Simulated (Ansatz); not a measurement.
**What moves the field gradients of MgB2H8?**

Cell of run 1: a computed structure from the Materials Project (it need not be an observed phase).

Space group Pmc2_1 (No. 26); a = 4.3119, b = 6.0968, c = 8.3907 Å.

```
site  Wyckoff  site symmetry       x       y       z
  Mg       2a            m..  0.0000  0.6984  0.5006
  B3       2a            m..  0.0000  0.5180  0.2449
  B5       2b            m..  0.5000  0.1024  0.9788
  H7       4c              1  0.2798  0.9418  0.5668
  H8       2b            m..  0.5000  0.0082  0.3599
 H10       2a            m..  0.0000  0.4168  0.3722
 H11       2a            m..  0.0000  0.7186  0.2557
 H13       4c              1  0.7599  0.5317  0.6762
 H16       2b            m..  0.5000  0.7004  0.4427
```

One atom of each set is listed.

All runs are DFT with Ansatz 0.2.0 (plane waves and PAW, scalar-relativistic unless spin–orbit coupling is named, Γ-centred meshes, Fermi–Dirac smearing where given) in this cell.

Run 1: PBE, atoms as given; 420 eV, 7×5×4 k-points, smearing 0.02 eV.
Run 2: r2SCAN, atoms as given; 500 eV, 7×5×4 k-points, smearing 0.02 eV.
Run 3: PBE, gradients read without the response of the cores, atoms as given; 420 eV, 7×5×4 k-points, smearing 0.02 eV.

```csv
run,Mg V_zz (η),B3 V_zz (η),B5 V_zz (η)
1,-0.34 (0.71),0.34 (0.65),-0.88 (0.15)
2,?,?,?
3,-0.35 (0.67),0.36 (0.64),-0.93 (0.15)
```

V_zz in 10²¹ V/m²; 3 of the 9 sets of like atoms are followed.

Task: Estimate the row of run 2.

Result: Mg: -0.36 (0.53); B3: 0.29 (0.78); B5: -0.88 (0.09). It lies nearest to run 1, from whose tensors on these sites it differs by 0.06 at most (largest principal value of the difference, on B3). Taken one at a time, the functional (r2SCAN with its higher cutoff) moves the tensors on these sites by up to 0.06 (largest principal value of the change, on B3), the response of the cores by 0.04 (B5).
